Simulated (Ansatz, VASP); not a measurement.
## One calculation of Si3Ge, two programs

The input INCAR:

```
PREC     = Accurate       # precision mode
ENCUT    = 520            # plane-wave cutoff, eV
EDIFF    = 1E-6           # SCF threshold, eV
ISMEAR   = -1             # smearing method
SIGMA    = 0.02           # smearing width, eV
LREAL    = False          # projectors in reciprocal space
LASPH    = True           # aspherical terms in the spheres
NELM     = 60             # most SCF steps
ALGO     = Normal         # electronic algorithm
ISIF     = 2              # what is computed and relaxed
LWAVE    = False          # write WAVECAR
LCHARG   = True           # write CHGCAR
GGA      = PE             # functional
LELF     = True           # ELF
LVHAR    = True         
NBANDS   = 21             # bands
```

File KPOINTS:

```
Automatic mesh
0
Gamma
  8 8 8
```

File POSCAR:

```
Si3Ge
1.0
    2.0180276755      1.1651088217      6.5869971652
   -2.0180276755      1.1651088217      6.5869971652
    0.0000000000     -2.3302176434      6.5869971652
Si Ge
3 1
Direct
    1.0014592231      0.0014592231      0.0014592231
    0.4986061564      0.4986061564      0.4986061564
    0.3751685846      0.3751685846      0.3751685846
    0.8747660359      0.8747660359      0.8747660359
```

Input for Ansatz:

```yaml
crystal:
  lattice:
    - [2.0180276755, 1.1651088217, 6.5869971652]
    - [-2.0180276755, 1.1651088217, 6.5869971652]
    - [0.0, -2.3302176434, 6.5869971652]
  atoms:
    - { symbol: Si, position: [1.0014592231, 0.0014592231, 0.0014592231] }
    - { symbol: Si, position: [0.4986061564, 0.4986061564, 0.4986061564] }
    - { symbol: Si, position: [0.3751685846, 0.3751685846, 0.3751685846] }
    - { symbol: Ge, position: [0.8747660359, 0.8747660359, 0.8747660359] }
kpoints:
  mp_grid: { grid: [8, 8, 8] }
  band_path:
    path:
      - [0.0, 0.0, 0.0]
      - [-0.5, -0.5, -0.5]
      - [-0.5, -0.1875243836, -0.8124756164]
      - [-0.1875243836, 0.1875243836, -0.5]
      - [0.0, 0.0, -0.5]
      - [0.0, 0.3437621918, -0.3437621918]
      - [-0.3437621918, 0.0, -0.6562378082]
      - [-0.5, 0.0, -0.5]
      - [0.25, -0.375, -0.375]
    npoints: 1
hamiltonian:
  xc: pbe
scf:
  occupations: { method: fermi_dirac, width: 0.02 }
  n_extra_bands: 5
output:
  forces: true
  stress: true
  eigenvalues: true
```

Change from the starting cell: hydrostatic strain +3.9%.

Alike in both runs: task single point; functional PBE; k mesh 8 × 8 × 8; occupations fermi-dirac, width 0.02 eV; no spin polarisation.

|  | VASP | Ansatz |
| --- | --- | --- |
| version | VASP 6.6.1 | Ansatz 0.2.0 |
| potentials or method | VASP PAW PBE potentials, release 64 (Si, Ge_d) | plane waves, PAW |
| plane-wave cutoff (eV) | 520 | 420 |
| valence electrons in the cell | 26 | 26 |

Ansatz gave:

```
pressure (GPa)                     : -6.1
rms of the force components (eV/Å) : 0.024
```

**Question.** Estimate VASP's values.

**Answer.** Pressure (GPa): -6.2; rms of the force components (eV/Å): 0.024.

Atom by atom the forces differ by 0.000 eV/Å (rms over components).

A k mesh can miss the band edges.
